Q: Cadmium has replaced one indium atom in this oxide, and the table lists how strongly each nearby nucleus feels the unpaired spin. I expected the indium values to fade with distance. They do at first, but In14 at 3.98 Å has a larger constant than two closer indium sites, and In9, barely farther out, has almost none. What sets the order?

Ansatz 0.2.0, plane-wave PAW with default datasets, PBE, scalar-relativistic, spin-polarised: neutral 40-atom In2O3 supercell with one In replaced by Cd, one unpaired electron, ions relaxed in a fixed cell. Cutoff 420 eV, 3×3×3 k-mesh, Fermi–Dirac smearing 0.01 eV. The hyperfine constant A, defined by H = A I·S, comes from the contact spin density alone.

| atom | like atoms | distance from the defect (Å) | site moment (muB) | mass number | isotropic hyperfine constant (MHz) |
| --- | --- | --- | --- | --- | --- |
| Cd1 | 1 | 0.04 | 0.09 | 111 | 269.6 |
| O29 | 3 | 2.19 | 0.11 | 17 | -5.5 |
| O19 | 3 | 2.30 | 0.11 | 17 | -7.5 |
| In5 | 1 | 3.09 | 0.00 | 115 | -99.6 |
| In10 | 3 | 3.24 | 0.00 | 115 | -52.7 |
| In6 | 3 | 3.61 | 0.00 | 115 | -33.5 |
| O32 | 3 | 3.66 | 0.02 | 17 | 0.6 |
| O17 | 3 | 3.81 | 0.00 | 17 | 0.7 |
| In14 | 3 | 3.98 | 0.00 | 115 | -60.0 |
| In9 | 1 | 4.13 | 0.00 | 115 | -9.6 |
| O20 | 3 | 4.17 | 0.01 | 17 | 1.5 |
| O30 | 3 | 4.42 | 0.04 | 17 | -0.8 |
| O31 | 3 | 5.08 | 0.00 | 17 | 0.5 |
| In2 | 3 | 5.48 | 0.00 | 115 | -19.2 |
| In13 | 1 | 6.78 | 0.00 | 115 | -10.4 |

A: Start with where the spin sits. Cadmium brings one valence electron fewer than indium, so the crystal is left with a hole, that is, one unpaired electron. The site moment, the surplus of spin-up electrons near an atom, is 0.11 μB on each of the six oxygens around cadmium (the rows O29 and O19, three atoms each). Together they hold about 0.65 of the total of 1 μB, so the source of the spin is a cage of oxygens and not a point at the cadmium.

Q: The indium moments are printed as 0.00. How can In5 have a constant of −99.6 MHz?

A: The isotropic hyperfine constant A measures the spin density exactly at the nucleus. Only s electrons reach that point in any amount, and there a slight imbalance between spin-up and spin-down counts heavily. Oxygen is the opposite case: its spin is in 2p orbitals, which vanish at the nucleus, so a sizeable moment gives only a few MHz. The part of the coupling that depends on direction, usually important for such a 2p hole, is not contained in A.

Q: And why is every indium value negative?

A: For ¹¹⁵In a negative A means more spin-down than spin-up density at the nucleus. A hole sitting in the indium 5s orbital itself would give the opposite sign, so the spin must be passed on indirectly. Theory offers a route. On an oxygen with surplus spin-up, exchange lowers the spin-up 2p levels and moves them away from the empty indium 5s level. The indium share in an occupied oxygen level is roughly (t/Δ)², where t is the coupling through the bond and Δ the energy gap. A larger gap for spin-up means a smaller share, and spin-down is left in surplus in the indium 5s shell. Before rounding, the site moment of each indium is tiny but positive, so the surplus of spin-down concerns the s electrons at the nucleus and not the atom as a whole. Polarisation of the inner s shells by that small moment could give the same sign, but then A should be roughly proportional to the moment. The two rank the indium sites almost alike, yet the proportion fails: In14 has nearly three times the moment of In10 and only a slightly larger constant. That speaks against it as the main route.

Q: Is there a simpler system where I can see this?

A: The methyl radical, CH₃. Its unpaired electron is in a carbon 2p orbital that vanishes at the protons, yet the protons carry negative spin density, because the carbon spin polarises the C–H bonds. The likeness covers the sign and the passing of spin through a bond. It ends where the counting begins: each proton has one spin-carrying neighbour, whereas an indium atom can have several.

Q: So I should count bonds instead of measuring distances?

A: Yes. If each spin-carrying oxygen adds its own small share, A should grow with the number of bonds from an indium atom to those six oxygens. The host has the corundum structure, in which every cation sits in an octahedron of oxygens. In5 shares a face of its octahedron with cadmium and so has three such bonds. In10 shares an edge and has two, In6 shares a corner and has one, and In9 shares no oxygen with cadmium at all.

Q: Then In14, farther away than In6, should have one bond at most.

A: Around a single cadmium atom it would. But the calculation repeats its small cell in all directions, and In14 lies halfway along a cell edge, between cadmium and its periodic copy. It shares one corner with each and ends up with two bonds. The count therefore puts it beside In10 and not below In6, and this part of the irregularity belongs to the cell, not to cadmium in a real crystal.

Q: Can you put numbers on it?

A: A straight line in the number of bonds, fitted to the seven indium rows, gives a background of −10.8 MHz and −26.2 MHz for each bond. For In14 that makes −10.8 − 2 × 26.2 = −63.2 MHz, against −60.0 MHz in the table; this row was part of the fit. With a single bond the same line gives about −37 MHz, a fair guess for In14 without the second cadmium. The ions were relaxed, but the cell was held at a volume where PBE gives a pressure of about 9 GPa, so the share per bond belongs to bonds shorter than PBE itself would choose.

Q: Couldn't a plain decay with distance do as well, once the copies are counted?

A: It gets the rough order, since it also doubles In14. It fails at the steps. From In14 to In9 the distance grows by only 0.15 Å, yet A drops sixfold; in the count, two bonds become none. An exponential decay with the copies included, also with two fitted constants, makes In9 about twice too large, and its typical miss is 12 MHz against 7 MHz for the bond count. Seven rows, the smallest of them uncertain, favour the count but do not settle the mechanism behind it; the printed output has both fits.

Q: Where does the count itself go wrong?

A: It treats all bonds as equal, and it makes In10 about 20% too large. It therefore explains why In14 comes close to In10, but not why it ends up slightly ahead. It also gives one common background to In9, In2 and In13, which have no bond to the six oxygens, although In2 has about twice the constant of the other two. Some spin does sit on other oxygens, for instance 0.04 μB on O30, and In2 and In13 lie between several copies of the defect. Their values should not be read as the tail of a single cadmium atom. Small contact spin densities are also uncertain by about their own size, and PBE underestimates the polarisation of core s shells. So the weak indium rows carry little weight, and the distant oxygens, at 1.5 MHz or less, are too small for their signs or order to be explained.

Q: Cadmium touches all six oxygens. Does it follow the same rule?

A: In direction, yes. Its constant is positive only because the ¹¹¹Cd nucleus has a magnetic moment of opposite sign; the spin density there is negative, as at indium. Apart from the sign, the two nuclei have nearly equal g factors, so the line can be carried over to six bonds as a rough comparison, although the 5s shells of the two atoms differ. It gives a magnitude of about 168 MHz, while cadmium, which was not in the fit, has 269.6 MHz. The excess may come from cadmium's own moment of 0.09 μB polarising its inner s shells, but that is a guess.

Q: What would change the picture most?

A: The shape of the hole. The count works with equal weights because the six oxygens carry nearly equal spin. Part of that is built in: the run kept a threefold symmetry, which makes the three oxygens of each row alike, and semilocal functionals such as PBE tend to spread a hole too widely. If the hole preferred one or two oxygens, each bond would have to be weighted by the spin of its own oxygen, and indium atoms at equal distance would no longer be alike. Whether it stays shared by all six is the open question, and a hybrid functional started from a distorted, less symmetric geometry would be the way to test it.

The analysis program printed:

```
Bonds from the six oxygens to indium (six times three expected): 18
Spin on the six oxygens around Cd (muB): 0.6464
Half the cell edge (angstrom): 3.986
Ratio of the constants In14 to In9: 6.25
In5 constant per bond (MHz): -33.2
In10 constant per bond (MHz): -26.35
In6 constant per bond (MHz): -33.5
In14 constant per bond (MHz): -30
fit of A on 7 rows (A_mass > 114): constant -10.78 +/- 4.2, coefficient of links -26.19 +/- 2.6; rms 6.64, worst In10 -10.5, leave-one-out rms 11
  rows outside the fit (model, value, miss): Cd1 -10.78, 269.6, -280; O29 -10.78, -5.5, -5.28; O19 -10.78, -7.5, -3.28; O32 -10.78, 0.6, -11.4; O17 -10.78, 0.7, -11.5; O20 -10.78, 1.5, -12.3; O30 -10.78, -0.8, -9.98; O31 -10.78, 0.5, -11.3
fit of A on 7 rows (A_mass > 114): coefficient of ncd * exp(-r / s) -4923 +/- 526, s 0.76; rms 11.8, worst In10 -16.6, leave-one-out rms 24
  rows outside the fit (model, value, miss): Cd1 -4671, 269.6, -4940; O29 -275.9, -5.5, -270; O19 -238.7, -7.5, -231; O32 -39.88, 0.6, -40.5; O17 -32.74, 0.7, -33.4; O20 -20.39, 1.5, -21.9; O30 -14.67, -0.8, -13.9; O31 -6.156, 0.5, -6.66
Bond count, predictions for In5 In10 In6 In14 In9 In2 In13 (MHz): -89.36, -63.16, -36.97, -63.16, -10.78, -10.78, -10.78
Distance decay with images, prediction for In9 (MHz): -21.49
Bond count, In14 with one bond only, no image corner (MHz): -36.97
Bond count carried to six bonds, in indium units, to hold against Cd (MHz): -167.9
Contact spin density at Cd1, rough (1/bohr^3): -0.2808
Contact spin density at In5, rough (1/bohr^3): -0.1037
Contact spin density at O19, rough (1/bohr^3): 0.01234
```
